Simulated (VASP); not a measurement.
Wanted: the native input for a VASP 6.6.1 run.

```yaml
Task: single point
Functional: PBE
Potentials_or_basis: VASP PAW PBE potentials, release 64 (Ta_pv, Si, H)
Cutoff: 520 eV
k_mesh: 6 × 6 × 6
Occupations: gaussian, width 0.1 eV
Spin: no spin polarisation
Dipole_correction: no
Further_INCAR_settings: ALGO = Fast; EDIFF = 1e-06; NBANDS = 18
```

The structure of TaSiH4 lies in POSCAR:

```
TaSiH4
1.0
    0.0000000000      3.0134467636      3.0134467636
    3.0134467636      0.0000000000      3.0134467636
    3.0134467636      3.0134467636      0.0000000000
Ta Si H
1 1 4
Direct
    0.0000000000      0.0000000000      0.0000000000
    0.2500000000      0.2500000000      0.2500000000
    0.4102219166      0.4102219166      0.4102219166
    0.4102219166      0.4102219166      0.7693342502
    0.4102219166      0.7693342502      0.4102219166
    0.7693342502      0.4102219166      0.4102219166
```

The cell was built by a generator and needn't be a form met in nature.

The cell isn't the ideal one: random cell by space group and Wyckoff sites (F-43m, No. 216).

These files were run (other wordings do the same):

INCAR

```
PREC = Accurate
ENCUT = 520
EDIFF = 1E-6
ISMEAR = 0
SIGMA = 0.1
LREAL = F
LASPH = T
NELM = 60
ALGO = Fast
ISIF = 2
LWAVE = F
LCHARG = F
GGA = PE
NBANDS = 18
```

KPOINTS

```
regular mesh
0
Gamma
  6 6 6
```

Potentials or basis: VASP PAW PBE potentials, release 64 (Ta_pv, Si, H).

Run with:

```sh
$ cat potpaw_PBE.64/Ta_pv/POTCAR potpaw_PBE.64/Si/POTCAR potpaw_PBE.64/H/POTCAR > POTCAR
$ mpirun -np 1 vasp_std > vasp.out
```

It gave:

* Pressure: 0.0 GPa
* Largest force: 0.009 eV/Å
* Band gap on the k mesh: none (metal or under the smearing width)

It took 14 s on 1 thread of Intel(R) Xeon(R) Platinum 8488C (Sapphire Rapids), with other jobs on the host, peak memory 0.18 GiB.
